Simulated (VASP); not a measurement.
A run of VASP 6.6.1:

INCAR

```
PREC     = Accurate       # precision mode
ENCUT    = 520            # plane-wave cutoff, eV
EDIFF    = 1E-6           # SCF threshold, eV
ISMEAR   = 0              # smearing method
SIGMA    = 0.03           # smearing width, eV
LREAL    = F              # projectors in reciprocal space
LASPH    = T              # aspherical terms in the spheres
NELM     = 60             # most SCF steps
ALGO     = Fast           # electronic algorithm
ISIF     = 2              # what is computed and relaxed
LWAVE    = F              # write WAVECAR
LCHARG   = T              # write CHGCAR
MAGMOM   = 0 0 0 0 0 0    # initial moments
LORBIT   = 11             # projections on sites
LSORBIT  = T              # spin-orbit coupling
GGA_COMPAT= F            
LDIPOL   = T            
IDIPOL   = 3            
DIPOL    = 0.5 0.5 0.500
GGA      = PS             # functional
LVHAR    = T            
LVACPOTAV= T
```

The input KPOINTS:

```
Automatic mesh
0
Gamma
  12 12 1
```

POSCAR

```
BAs                                     
1.0
    3.3648898456      0.0000000000      0.0000000000
   -1.6824449228      2.9140800825      0.0000000000
    0.0000000000      0.0000000000     16.0000000000
  B               As            
     1     1
Direct
     0.3333330000000032    0.6666669999999968    0.5000000000000000
     0.6666669999999968    0.3333330000000032    0.5000000000000000
```

Potentials or basis: VASP PAW PBE potentials, release 64 (B, As).

Run with:

```console
$ cat potpaw_PBE.64/B/POTCAR potpaw_PBE.64/As/POTCAR > POTCAR
$ mpirun -np 1 vasp_ncl > vasp.out
```

Hardware: 1 thread of Intel(R) Xeon(R) Platinum 8259CL CPU @ 2.50GHz (Skylake/Cascade Lake) (shared host).

How long does it take, and how much memory?

Run time: 8.5 min on 1 thread of Intel(R) Xeon(R) Platinum 8259CL CPU @ 2.50GHz (Skylake/Cascade Lake), with other jobs on the host, peak memory 0.71 GiB. Counts: scf iterations 22, k points 31.
